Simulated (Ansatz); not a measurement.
Crystal: Ag.

```
Ag
1.0
     1.47305    0.85046    7.20465
    -1.47305    0.85046    7.20465
     0.00000   -1.70093    7.20465
Ag
3
Direct
  0.22228 0.22228 0.22228
  0.77772 0.77772 0.77772
  0.00000 0.00000 0.00000
```

This isn't the form of Ag at room conditions, which is fcc.

- Program: Ansatz 0.2.0
- Task: relaxation of cell and atoms
- Functional: PBEsol
- Potentials or basis: Ansatz PAW
- Cutoff: 420 eV (not typed: the program's choice for these potentials)
- k mesh: 10 × 10 × 10
- Occupations: fermi-dirac, width 0.05 eV
- Spin: no spin polarisation

At the start: volume 18.05 Å³/atom.

Question: How do energy, volume and symmetry change on relaxing?

Answer: It ends after 7 steps and the volume is 16.71 Å³/atom (-7.4 %); space group R-3m (No. 166, to 0.05 Å).

Step by step:
```tsv
step	energy change (eV)	largest force (eV/Å)	volume (Å³)
1	0.0000	0.0027	54.15
2	-0.0249	0.0158	47.11
3	-0.0977	0.0002	50.70
4	-0.0999	0.0007	50.15
5	-0.1001	0.0005	50.14
6	-0.1002	0.0001	50.13
7	-0.0989	0.0001	50.13
```

Final structure:
```yaml
crystal:
  lattice:
    - [1.43893, 0.83077, 6.98975]
    - [-1.43893, 0.83077, 6.98975]
    - [0.00000, -1.66154, 6.98975]
  atoms:
    - { symbol: Ag, position: [0.22232, 0.22232, 0.22232] }
    - { symbol: Ag, position: [0.77768, 0.77768, 0.77768] }
    - { symbol: Ag, position: [0.00000, 0.00000, 0.00000] }
```

Caveat: the plane-wave basis is chosen anew once the cell has moved, so the energies of steps on either side of that aren't comparable; the PAW data sets come from PBE, with cores solved anew for the run's functional, which leaves a small shift of forces and pressure.
